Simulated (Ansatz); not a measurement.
**Electric field gradients in Ag at a changed volume**

The cell is an entry of the Crystallography Open Database (COD), relaxed with PBE at fixed cell and then changed (volume scaled by 0.94, ions relaxed).

```xyz
2
Lattice="2.8702 0.0000 0.0000 -1.4351 2.4857 0.0000 0.0000 0.0000 4.6922" Properties=species:S:1:pos:R:3 pbc="T T T"
Ag    0.0000    1.6571    1.1731
Ag    1.4351    0.8286    3.5192
```

Atom numbers follow the list; atoms alike are taken as one site, whose name carries the number of the first.

Computed with Ansatz: DFT, PBE, plane waves and PAW, scalar-relativistic, 420 eV cutoff, Γ-centred 18×18×10 k-points, Fermi–Dirac smearing 0.05 eV.

C_Q = eQV_zz/h, which is 24.18 MHz for Q = 1 b and V_zz = 10²¹ V/m²; η = (V_xx − V_yy)/V_zz.

Problem. Give the quadrupolar parameters of the distinct sites.

Solution. 

```json
{"site": "Ag", "atoms (order as listed)": "1, 2", "first shell": "12 Ag at 2.87 Å", "V_zz (10²¹ V/m²)": "0.14", "η": "0.00", "C_Q (MHz)": "–"}
```

An axis of threefold or higher order runs through Ag, so V_zz lies along it and η is zero.

Ag has no stable isotope with a ground-state quadrupole moment in the table, so no C_Q is given.

With no gap above 0.1 eV, as in a metal, the gradients converge slowly in k; expect changes of a tenth or more on a denser mesh. Without spin–orbit coupling (the program notes it for Ag) the gradients can shift somewhat, as the gap is small. At this changed cell the PBE pressure is 7 GPa.
